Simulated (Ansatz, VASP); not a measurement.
This is a calculation of Rh for Ansatz 0.2.0.

File input.yaml:

```yaml
crystal:
  lattice:
    - [2.6367956413, 0.0, 0.0]
    - [-1.3183978206, 2.28353201, 0.0]
    - [0.0, 0.0, 8.6184672829]
  atoms:
    - { symbol: Rh, position: [0.6666666667, 0.3333333333, 0.75] }
    - { symbol: Rh, position: [0.0, 0.0, 0.5] }
    - { symbol: Rh, position: [0.3333333333, 0.6666666667, 0.25] }
    - { symbol: Rh, position: [0.0, 0.0, 0.0] }
hamiltonian:
  xc: pbesol
  pseudopotentials: { kind: paw }
kpoints:
  mp_grid: { grid: [11, 11, 3] }
scf:
  occupations: { method: fermi_dirac, width: 0.05 }
output:
  forces: true
  stress: true
  eigenvalues: true
```

Potentials or basis: Ansatz PAW.

The run is started by

```bash
$ ansatz run input.yaml --threads 1 --pin off --max-ram 3584MiB --backend cpu --events-out ev --progress --plain --runs-dir out
```

Task: Set up the same calculation for VASP 6.6.1. Potentials there: VASP PAW PBE potentials, release 64 (Rh_pv).

Result: As run (the cutoff follows the program's own potentials):

Contents of INCAR:

```
PREC = Accurate
ENCUT = 520
EDIFF = 1E-7
ISMEAR = -1
SIGMA = 0.05
LREAL = F
LASPH = T
NELM = 80
ALGO = Normal
ISIF = 2
LWAVE = F
LCHARG = F
GGA = PS
NBANDS = 38
```

File KPOINTS:

```
regular mesh
0
Gamma
  11 11 3
```

File POSCAR:

```
Rh
1.0
    2.6367956413      0.0000000000      0.0000000000
   -1.3183978206      2.2835320100      0.0000000000
    0.0000000000      0.0000000000      8.6184672829
Rh
4
Direct
    0.6666666667      0.3333333333      0.7500000000
    0.0000000000      0.0000000000      0.5000000000
    0.3333333333      0.6666666667      0.2500000000
    0.0000000000      0.0000000000      0.0000000000
```

Potentials or basis: VASP PAW PBE potentials, release 64 (Rh_pv).

Launch:

```bash
$ cat potpaw_PBE.64/Rh_pv/POTCAR > POTCAR
$ mpirun -np 1 vasp_std > vasp.out
```

Both were run:

|  | VASP | Ansatz | Ansatz less VASP |
| --- | --- | --- | --- |
| gap on the k mesh at the Fermi level (eV) | none | none | - |
| pressure (GPa) | 13.7 | 13.8 | +0.08 |
| largest component of the traceless stress (GPa) | 1.29 | 1.29 | +0.001 |

A gap of «none» marks a metal or a gap that the smearing closes. The two sets of potentials don't hold the same shells in valence.

Caveats: the PAW data sets were made with another functional, which shifts forces and pressure a little (VASP); the PAW data sets come from PBE, with cores solved anew for the run's functional, which leaves a small shift of forces and pressure (Ansatz).
